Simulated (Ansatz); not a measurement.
An Ansatz (a quantum-chemistry and plane-wave program) input (Ansatz, r2SCAN, PAW, cutoff 500 eV, no spin-orbit coupling):

Ansatz 0.2 input:
```yaml
crystal:
  lattice:
    - [3.5474982443, 0, 0]
    - [-1.7737491222, 3.0722235995, 0]
    - [0, 0, 5.7225575175]
  atoms:
    - { symbol: In, position: [0.6666666667, 0.3333333333, 0.0022599469] }
    - { symbol: In, position: [0.3333333333, 0.6666666667, 0.5022599469] }
    - { symbol: N, position: [0.6666666667, 0.3333333333, 0.6229400531] }
    - { symbol: N, position: [0.3333333333, 0.6666666667, 0.1229400531] }
basis: { ecutwfc: 500, ecutrho_ratio: 4, xc_grid: 4, fft_grid_basis: typed }
kpoints: { mp_grid: { grid: [11, 11, 6] } }
hamiltonian:
  xc: r2scan
  dispersion: none
  pseudopotentials: { kind: paw }
scf: { occupations: { method: fermi_dirac, width: 0.05 }, convergence: { dr2_threshold: 0.0000000004 } }
output: { forces: true, stress: true }
```

Problem. Which symmetry and how many k-points will the program report, and about how many plane waves at Γ?

Solution. Space group P63mc (ITA 186) with 12 operations, k-points 64 of 726, and 1581 plane waves at Γ.

Whether these cells are dynamically stable was not tested. The cell is InN in the wurtzite structure (space group P6_3mc, No. 186).
